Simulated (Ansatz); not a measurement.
A plane-wave DFT run in Ansatz 0.2.0 (scalar-relativistic PAW potentials unless the input names others): input and command.

```yaml
crystal:
  lattice:
    - [3.2183708026, 0.0, -6.0069e-06]
    - [0.0, 5.2431683762, 0.0]
    - [-1.609190248, 0.0, 2.6597774206]
  atoms:
    - { symbol: Al, position: [0.3322607204, 0.5019558649, 0.6645212897], spin: 2.0 }
    - { symbol: Al, position: [0.6677392796, 1.0019558649, 0.3354787103] }
    - { symbol: "N", position: [0.3289689971, 0.8780441351, 0.6579367917] }
    - { symbol: "N", position: [0.6710310029, 0.3780441351, 0.3420632083] }
basis:
  ecutwfc: 420
kpoints:
  mp_grid: { grid: [8, 5, 10] }
hamiltonian:
  xc: pbe
scf:
  occupations: { method: gaussian, width: 0.02 }
  max_iter: 75
output:
  forces: true
  eigenvalues: true
  stress: true
```

```bash
ansatz run input.yaml --threads 4 --pin off --max-ram 8192MiB --backend cpu --events-out ev --progress --plain --runs-dir out
```

Problem. Will this input run?

Solution. The program refuses it, because of a moment without spin polarisation (crystal.atoms[0].spin: not typed → 2.0). Without that key it is accepted.

Abridged log:
```
Error: inconsistent input (magnetization.spin_polarized): false but per-atom `spin:`, `per_species`, `initial_magnetization`, `magnetic_field`, or `spin_locking` is set
```